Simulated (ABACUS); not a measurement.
Crystal: Hf.

```xyz
2
Lattice="3.1967 0.0000 0.0000 -1.5983 2.7684 0.0000 0.0000 0.0000 5.0578" Properties=species:S:1:pos:R:3 pbc="T T T"
Hf    1.5984    0.9228    3.7934
Hf    0.0000    1.8456    1.2645
```

| Item | Value |
| --- | --- |
| Program | ABACUS 3.10.1 |
| Task | single point |
| Functional | PBEsol |
| Potentials or basis | PseudoDojo NC SR 0.4.1 PBEsol standard |
| Cutoff | 789 eV |
| Density cutoff | 3157 eV |
| Basis | plane waves |
| k mesh | 10 × 10 × 5 |
| Occupations | fermi-dirac, width 0.05 eV |
| Spin | no spin polarisation |

On this cell: pressure -3.6 GPa; largest force under 0.003 eV/Å; band gap on the k mesh none (metal or under the smearing width).

The same run follows on a disturbed copy (atoms moved at random, drawn with an rms of 0.05 Å):

```xyz
2
Lattice="3.1967 0.0000 0.0000 -1.5983 2.7684 0.0000 0.0000 0.0000 5.0578" Properties=species:S:1:pos:R:3 pbc="T T T"
Hf    1.5908    0.9587    3.8161
Hf   -0.0345    1.8628    1.2476
```

**Question.** What changes?

**Answer.** The energy (extrapolated to zero smearing) moves by +1.9 meV/atom; pressure -3.5 GPa; largest force 0.144 eV/Å; band gap on the k mesh none (metal or under the smearing width).

Forces on the atoms (eV/Å):
```
Hf  -0.061 -0.042 -0.123
Hf   0.061  0.042  0.123
```

Stress tensor (GPa, compression positive):
```
-3.26  0.23  0.05
 0.23 -3.57  0.03
 0.05  0.03 -3.73
```
